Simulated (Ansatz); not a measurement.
Crystal: PbF2 (Fluorocronite).

```
Pb F
1.0
     0.00000    2.96366    2.96366
     2.96366    0.00000    2.96366
     2.96366    2.96366    0.00000
Pb F
1 2
Cartesian
  0.0000 0.0000 0.0000
  4.4455 4.4455 4.4455
  1.4818 1.4818 1.4818
```

| Item | Value |
| --- | --- |
| Program | Ansatz 0.2.0 |
| Task | relaxation of cell and atoms |
| Functional | PBE |
| Potentials or basis | Ansatz PAW |
| Cutoff | 420 eV (not typed: the program's choice for these potentials) |
| k mesh | 8 × 8 × 8 |
| Occupations | fermi-dirac, width 0.05 eV |
| Spin | no spin polarisation |

At the start: volume 17.35 Å³/atom.

Problem. How do energy, volume and symmetry change on relaxing?

Solution. It ends after 7 steps and the volume is 18.00 Å³/atom (+3.7 %); space group Fm-3m (No. 225, to 0.05 Å).

The path:
```
step  energy change (eV)  largest force (eV/Å)  volume (Å³)
   1              0.0000                0.0000        52.06
   2              0.0054                0.0000        55.39
   3             -0.0091                0.0000        53.89
   4             -0.0093                0.0000        53.82
   5             -0.0160                0.0000        53.82
   6             -0.0156                0.0000        54.00
   7             -0.0159                0.0000        54.00
```

Final structure:
```xyz
3
Lattice="0.0000 3.0000 3.0000 3.0000 0.0000 3.0000 3.0000 3.0000 0.0000" Properties=species:S:1:pos:R:3 pbc="T T T"
Pb    0.0000    0.0000    0.0000
F     4.5000    4.5000    4.5000
F     1.5000    1.5000    1.5000
```

Caveat: the plane-wave basis is chosen anew once the cell has moved, so the energies of steps on either side of that aren't comparable; the pressure holds a Pulay correction of +0.5 GPa for the finite cutoff.
